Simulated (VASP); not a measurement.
Input of a VASP 6.6.1 run:

INCAR

```
PREC = Accurate
ENCUT = 520
EDIFF = 1E-6
ISMEAR = 0
SIGMA = 0.1
LREAL = F
LASPH = T
NELM = 60
ALGO = Normal
ISIF = 2
LWAVE = F
LCHARG = F
GGA = PS
```

Contents of KPOINTS:

```
Automatic mesh
0
Gamma
  27 27 16
```

POSCAR

```
Ru
1.0
    2.6892300000      0.0000000000      0.0000000000
   -1.3446200000      2.3289400000      0.0000000000
    0.0000000000      0.0000000000      4.2520100000
Ru
2
Direct
    0.3333300000      0.6666700000      0.2500000000
    0.6666700000      0.3333300000      0.7500000000
```

Potentials or basis: VASP PAW PBE potentials, release 64 (Ru_pv).

Run with:

```bash
$ cat potpaw_PBE.64/Ru_pv/POTCAR > POTCAR
$ mpirun -np 1 vasp_std > vasp.out
```

Task: What does it give for the pressure?

Result: 0.0 GPa.

Task: Estimate the band gap on the k mesh.

Result: None (metal or under the smearing width).

Stress tensor (GPa, compression positive):
```
 0.41  0.00  0.00
 0.00  0.41  0.00
 0.00  0.00 -0.68
```

Caveat: the PAW data sets were made with another functional, which shifts forces and pressure a little.
